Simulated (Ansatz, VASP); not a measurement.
# Si in VASP and in Ansatz

INCAR

```
SYSTEM = Si
  ALGO = Normal
  EDIFF = 1E-6
  ENCUT = 520
  GGA = PE
  ISIF = 2
  ISMEAR = 0
  LASPH = .TRUE.
  LCHARG = .FALSE.
  LREAL = .FALSE.
  LWAVE = .FALSE.
  NBANDS = 11
  NELM = 80
  PREC = Accurate
  SIGMA = 0.022
```

KPOINTS

```
k-points
0
G
  8 8 8
  0 0 0
```

Contents of POSCAR:

```
Si
1.0
    0.0000000000      2.7218511865      2.7218511865
    2.7218511865      0.0000000000      2.7218511865
    2.7218511865      2.7218511865      0.0000000000
Si
2
Direct
    0.5000000000      0.5000000000      0.5000000000
    0.7500000000      0.7500000000      0.7500000000
```

input.yaml

```yaml
crystal:
  lattice:
    - [0.0, 2.7218511865, 2.7218511865]
    - [2.7218511865, 0.0, 2.7218511865]
    - [2.7218511865, 2.7218511865, 0.0]
  atoms:
    - { symbol: Si, position: [0.5, 0.5, 0.5] }
    - { symbol: Si, position: [0.75, 0.75, 0.75] }
hamiltonian:
  xc: pbe
  pseudopotentials: { kind: paw }
kpoints:
  mp_grid: { grid: [8, 8, 8] }
scf:
  occupations: { method: gaussian, width: 0.022 }
output:
  forces: true
  stress: true
  eigenvalues: true
  write_density: true
  write_potential: true
  elf: true
  volumetric_format: npy
```

Alike in both runs: task single point; functional PBE; k mesh 8 × 8 × 8; occupations gaussian, width 0.022 eV; no spin polarisation.

|  | VASP | Ansatz |
| --- | --- | --- |
| version | VASP 6.6.1 | Ansatz 0.2.0 |
| potentials or method | VASP PAW PBE potentials, release 64 (Si) | Ansatz PAW |
| plane-wave cutoff (eV) | 520 | 420 |
| valence electrons in the cell | 8 | 8 |

|  | VASP | Ansatz | Ansatz less VASP |
| --- | --- | --- | --- |
| gap on the k mesh at the Fermi level (eV) | 0.63 | 0.63 | -0.003 |
| least direct gap on the mesh (eV) | 2.56 | 2.56 | -0.005 |
| pressure (GPa) | 1.3 | 1.3 | +0.08 |

A k mesh can miss the band edges. As with any semilocal functional, this PBE gap is likely too small.
